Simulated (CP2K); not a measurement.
Runs of CP2K 2026.2 on TiAl. It takes space group P-6m2 (No. 187, hexagonal). Conventional cell: a = 2.867 Å, b = 2.867 Å, c = 4.678 Å, α = 90.00°, β = 90.00°, γ = 120.00°. Ti (site symmetry -6m2) is surrounded by 6 Al at 2.87 Å and 6 Ti at 2.87 Å. Around Al (site symmetry -6m2) lie 6 Ti at 2.87 Å and 6 Al at 2.87 Å. The cell comes from a database or a generator and needn't be the stable form of this composition.

| potentials or basis | quickstep method | MIXING ALPHA | ADDED_MOS | CUTOFF of the grids | gap on the mesh (eV) | pressure (GPa) |
| --- | --- | --- | --- | --- | --- | --- |
| all electrons (GAPW); pob-DZVP-rev2 basis | GAPW | 0.2 | [13] | 500 Ry | none | -0.9 |
| all electrons (GAPW); pob-TZVP-rev2 basis | GAPW | 0.2 | [13] | 500 Ry | none | (b) |
| POTENTIAL_UZH Ti GTH-PBE-q12, Al GTH-PBE-q3; ccGRB-D basis | GPW | 0.4 | [13] | 450 Ry | none | (a) |
| GTH_POTENTIALS Ti GTH-PBE-q12, Al GTH-PBE-q3; DZVP-MOLOPT-SR-GTH basis | GPW | 0.4 | [13] | 450 Ry | none | 0.3 |
| GTH_POTENTIALS Ti GTH-PBE-q12, Al GTH-PBE-q3; TZVP-MOLOPT-SR-GTH basis | GPW | 0.4 | [13] | 450 Ry | none | 0.4 |
| POTENTIAL_UZH Ti GTH-PBE-q12, Al GTH-PBE-q3; TZV2P-MOLOPT-PBE-GTH basis | GPW | 0.4 | [13] | 450 Ry | none | 0.3 |
| GTH_POTENTIALS Ti GTH-PBE-q12, Al GTH-PBE-q3; SZV-MOLOPT-SR-GTH basis | GPW | 0.4 | [6] | 450 Ry | none | -1.3 |
| POTENTIAL_UZH Ti GTH-PBE-q12, Al GTH-PBE-q3; DZVP-MOLOPT-PBE-GTH basis | GPW | 0.4 | [13] | 450 Ry | none | 0.3 |

Alike in all rows: task band structure; level PBE; no spin polarisation; cell as given; k mesh 11 × 11 × 6; smearing fermi-dirac 0.05 eV.

Estimate the missing entries.

(a) 1.1; (b) -17.3.

Caveats: the basis of atomic orbitals isn't converged, which shifts pressures, moduli and gaps; all-electron without relativistic terms, which shifts volumes and levels from the 3d row on (some runs); a minimal basis gives rough bond lengths, pressures and levels (some runs).

A gap of «none» marks a metal or a gap under the smearing width.

The runs don't all hold the same shells in valence.
